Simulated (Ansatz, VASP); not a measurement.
One calculation of HfN, two programs

```
Hf N
1.0
     0.00000    2.25900    2.23641
     2.25900    0.00000    2.23641
     2.25900    2.25900    0.00000
Hf N
1 1
Direct
  0.00000 0.00000 0.00000
  0.50000 0.50000 0.50000
```

Change from the starting cell: z stretched by -1 %, ions relaxed.

Alike in both runs: functional PBE; k mesh 18 × 18 × 18; occupations fermi-dirac, width 0.05 eV; no spin polarisation.

Ansatz relaxed the structure, and its values are those at the end. VASP's run is a single point on that final structure, the one shown.

|  | VASP | Ansatz |
| --- | --- | --- |
| version | VASP 6.6.1 | Ansatz 0.2.0 |
| potentials or method | VASP PAW PBE potentials, release 64 (Hf_pv, N) | plane-wave PAW, scalar-relativistic |
| plane-wave cutoff (eV) | 520 | 420 |
| valence electrons in the cell | 15 | 31 |

|  | VASP | Ansatz | Ansatz less VASP |
| --- | --- | --- | --- |
| pressure (GPa) | 6.0 | 8.4 | +2.43 |

The two sets of potentials don't hold the same shells in valence. Ansatz warned: «gradients_without_spin_orbit».

The runs have no spin-orbit coupling, so splittings on Hf are missing.
